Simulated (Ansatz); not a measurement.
# Stability checks on a candidate for NaH

The cell was reached from a generator's guess, though it ends in a space group that the Crystallography Open Database lists for this formula.

All numbers below come from DFT PBE, scalar-relativistic, plane waves, PAW (Ansatz). Plane waves to 420 eV, an 8×8×8 mesh through Γ for the 2-atom cell and 0.02 eV Gaussian smearing; no spin polarisation.

```cif
data_structure
_symmetry_space_group_name_H-M 'P 1'
_symmetry_Int_Tables_number 1
_cell_length_a 3.4155
_cell_length_b 3.4155
_cell_length_c 3.4155
_cell_angle_alpha 60.000
_cell_angle_beta 60.000
_cell_angle_gamma 60.000
_cell_volume 28.17
loop_
_atom_site_label
_atom_site_type_symbol
_atom_site_fract_x
_atom_site_fract_y
_atom_site_fract_z
_atom_site_occupancy
Na1 Na 0.00000 0.00000 0.00000 1
H1 H 0.50000 0.50000 0.50000 1
```

Energies over the elements count from the elements' standard structures at the same level (H₂ as a molecule), with no fitted energy shifts.

Task: These tests were run: energy against the elements; random kick, then relaxation without symmetry; phonons on a 4×4×4 q mesh. What do they show?

Result:

| test | result |
| --- | --- |
| energy against the elements | −0.196 eV/atom |
| random kick, then relaxation without symmetry | returns |
| phonons on a 4×4×4 q mesh | no imaginary mode on the mesh |

It fails none of these tests. Other phases of the system weren't compared here, so this isn't yet thermodynamic stability.

With hydrogen, zero-point motion can shift formation energies by some tens of meV/atom. The kick test ran on a coarse mesh. The run for the phonons used an 8×8×8 k mesh.
